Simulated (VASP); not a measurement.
SnSe: single point with PBE

The system is SnSe.

```
Sn Se
1.0
     0.00000    3.39084    3.39084
     3.39084    0.00000    3.39084
     3.39084    3.39084    0.00000
Sn Se
1 1
Direct
  0.00000 0.00000 0.00000
  0.25000 0.25000 0.25000
```

The cell was built by a generator and needn't be a form met in nature.

The cell isn't the ideal one: ordered vacancies on the anion sites of fluorite (F-43m, No. 216).

```yaml
Program: VASP 6.6.1
Task: single point
Functional: PBE
Potentials_or_basis: VASP PAW PBE potentials, release 64 (Sn_d, Se)
Cutoff: 520 eV
k_mesh: 10 × 10 × 10
Occupations: gaussian, width 0.01 eV
Spin: no spin polarisation
```

```
Pressure               : 0.0 GPa
Band gap on the k mesh : 0.12 eV, indirect (least direct gap 0.68 eV)
```

Levels at points of the mesh, in eV from the valence-band top:
```
           k point  band 8  band 9  band 10  band 11  band 12  band 13
(0.00, 0.00, 0.00)   -2.17   -2.17    -2.17     1.53     1.53     1.53
(0.50, 0.00, 0.00)   -2.67   -2.67    -2.10     2.28     2.28     3.33
(0.50, 0.50, 0.00)   -3.34   -3.34    -0.57     0.12     4.30     4.30
```

Wall time 67 s on 1 thread of AMD EPYC 7R43 64-Core Processor (Zen 3), with other jobs on the host, peak memory 0.2 GiB.

Caveat: spin-orbit coupling is left out, which moves the levels of the heavy elements. A k mesh can miss the band edges.
